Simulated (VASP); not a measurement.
Write the native input for VASP 6.6.1 that does the following.

```yaml
Task: relaxation of shape and atoms at fixed volume
Functional: PBE
Dispersion: D3(BJ)
Potentials_or_basis: VASP PAW PBE potentials, release 64 (Mo_sv, Se)
Cutoff: 600 eV
k_mesh: 9 × 9 × 2
Occupations: gaussian, width 0.03 eV
Spin: no spin polarisation
Further_INCAR_settings: ALGO = Normal; EDIFF = 1e-07; IBRION = 2; EDIFFG = -0.01; NSW = 40; ISIF = 4
```

The structure of MoSe2 lies in POSCAR:

```
MoSe2                                   
1.0
    3.3003762604      0.0000000000      0.0000000000
   -1.6501881303      2.8582096836      0.0000000000
    0.0000000000      0.0000000000     12.8092856506
  Mo              Se            
     2     4
Direct
     0.3333333332999970    0.6666666667000030    0.2500000000000000
     0.6666666667000030    0.3333333332999970    0.7500000000000000
     0.3333333332999970    0.6666666667000030    0.6183309794846110
     0.6666666667000030    0.3333333332999970    0.1183309794846110
     0.3333333332999970    0.6666666667000030    0.8816690205153890
     0.6666666667000030    0.3333333332999970    0.3816690205153890
```

The cell isn't the ideal one: a relaxed cell with its volume scaled by 1.02.

The input as run:

INCAR

```
PREC = Accurate ; ENCUT = 600
EDIFF = 1E-7 ; ISMEAR = 0
SIGMA = 0.03 ; LREAL = F
LASPH = T ; NELM = 80
ALGO = Normal ; ISIF = 4
LWAVE = F ; LCHARG = F
GGA = PE ; IVDW = 12
IBRION = 2 ; NSW = 40
EDIFFG = -0.01 ; KPAR = 2
```

KPOINTS

```
regular mesh
0
Gamma
  9 9 2
```

Potentials or basis: VASP PAW PBE potentials, release 64 (Mo_sv, Se).

Command:

```console
$ cat potpaw_PBE.64/Mo_sv/POTCAR potpaw_PBE.64/Se/POTCAR > POTCAR
$ mpirun -np 2 vasp_std > vasp.out
```

Results of the run:

```yaml
Energy_gained_by_relaxing: 2.1 meV/atom
Ionic_steps: 5
Pressure_after_relaxing: -0.8 GPa
Band_gap_on_the_k_mesh: 0.91 eV, indirect (least direct gap 1.44 eV)
Dispersion_energy_per_atom: -0.469 eV
```

Caveat: an odd mesh through Γ misses points on the zone boundary, where band edges often lie.

Run time: 4 min on 2 MPI ranks on AMD EPYC 7R13 Processor (Zen 3) (shared host), peak memory 0.31 GiB a rank.
